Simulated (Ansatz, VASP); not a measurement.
## Ag: VASP beside Ansatz

Contents of INCAR:

```
  ALGO = Normal
  EDIFF = 1E-7
  ENCUT = 520
  GGA = PE
  ISIF = 2
  ISMEAR = -1
  LASPH = T
  LCHARG = F
  LREAL = F
  LWAVE = F
  NBANDS = 12
  NELM = 100
  PREC = Accurate
  SIGMA = 0.05
```

File KPOINTS:

```
k-points
0
Gamma
  11 11 11
```

Contents of POSCAR:

```
Ag
1.0
   -1.6666189156      1.6666189156      1.6666189156
    1.6666189156     -1.6666189156      1.6666189156
    1.6666189156      1.6666189156     -1.6666189156
Ag
1
Direct
    0.0000000000      0.0000000000      0.0000000000
```

File input.yaml:

```yaml
crystal:
  lattice:
    - [-1.6666189156, 1.6666189156, 1.6666189156]
    - [1.6666189156, -1.6666189156, 1.6666189156]
    - [1.6666189156, 1.6666189156, -1.6666189156]
  atoms:
    - { symbol: Ag, position: [0.0, 0.0, 0.0] }
hamiltonian:
  xc: pbe
  pseudopotentials: { kind: paw }
kpoints:
  mp_grid: { grid: [11, 11, 11] }
scf:
  occupations: { method: fermi_dirac, width: 0.05 }
output:
  forces: true
  stress: true
  eigenvalues: true
```

Change from the starting cell: volume scaled by 1.02.

Alike in both runs: task single point; functional PBE; k mesh 11 × 11 × 11; occupations fermi-dirac, width 0.05 eV; no spin polarisation.

|  | VASP | Ansatz |
| --- | --- | --- |
| version | VASP 6.6.1 | Ansatz 0.2.0 |
| potentials or method | VASP PAW PBE potentials, release 64 (Ag) | Ansatz PAW |
| plane-wave cutoff (eV) | 520 | 420 |
| valence electrons in the cell | 11 | 19 |

VASP gave:

```
gap on the k mesh at the Fermi level (eV) : none
pressure (GPa)                            : -2.5
```

Question: What did Ansatz give for the same quantities?

Answer: gap on the k mesh at the Fermi level (eV): none; pressure (GPa): -2.4.

A gap of «none» marks a metal or a gap that the smearing closes. The two sets of potentials don't hold the same shells in valence.
